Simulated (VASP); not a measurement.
# GaAs: single point with PBE

**The experiment to reproduce.**

From “Evidence of valence band perturbations in GaAsN/GaAs(001): A combined variable-angle spectroscopic ellipsometry and modulated photoreflectance investigation”, 2008, arxiv:0805.2212, for a bulk crystal of GaAs at 300 K: band gap 1.412 ± 0.01 eV (direct).

Crystal: GaAs.

```
As Ga
1.0
     0.00000    2.82685    2.82685
     2.82685    0.00000    2.82685
     2.82685    2.82685    0.00000
As Ga
1 1
Direct
  0.75000 0.75000 0.75000
  0.00000 0.00000 0.00000
```

| Property | Result |
| --- | --- |
| Program | VASP 6.6.1 |
| Task | single point |
| Functional | PBE |
| Potentials or basis | VASP PAW PBE potentials, release 64 (As, Ga_d) |
| Cutoff | 520 eV |
| k mesh | 8 × 8 × 8 |
| Occupations | gaussian, width 0.012 eV |
| Spin | no spin polarisation |
| Further INCAR settings | ALGO = Fast; EDIFF = 1e-07 |

- Pressure: 3.5 GPa
- Band gap on the k mesh: 0.52 eV, direct

Levels at points of the mesh, in eV from the valence-band top:
```csv
k point,band 5,band 6,band 7,band 8,band 9,band 10,band 11,band 12,band 13
"(0.00, 0.00, 0.00)",-14.73,-12.73,0.00,0.00,0.00,0.52,3.73,3.73,3.73
"(0.50, 0.00, 0.00)",-14.73,-10.96,-6.64,-1.14,-1.14,1.00,4.63,4.63,7.75
"(0.50, 0.50, 0.00)",-14.72,-10.22,-6.82,-2.68,-2.68,1.46,1.65,10.17,10.19
```

Run time: 42 s on 1 thread of Intel(R) Xeon(R) Platinum 8175M CPU @ 2.50GHz (Skylake/Cascade Lake), on a shared host, peak memory 0.17 GiB.

A measured gap of GaAs is 1.412 eV (direct; 300 K; “Evidence of valence band perturbations in GaAsN/GaAs(001): A combined variable-angle spectroscopic ellipsometry and modulated photoreflectance investigation”, 2008, arxiv:0805.2212); the calculated 0.52 eV misses it by -0.89 eV. 3 values of this kind are on record (1.412 to 1.51 eV); this one was drawn at random among those near their median, those with a stated uncertainty first. Spin-orbit coupling on As, Ga is left out. The value is that of PBE on a finite k mesh, which can miss the band edges, without temperature or zero-point motion. Semilocal functionals fall short of measured gaps as a rule.
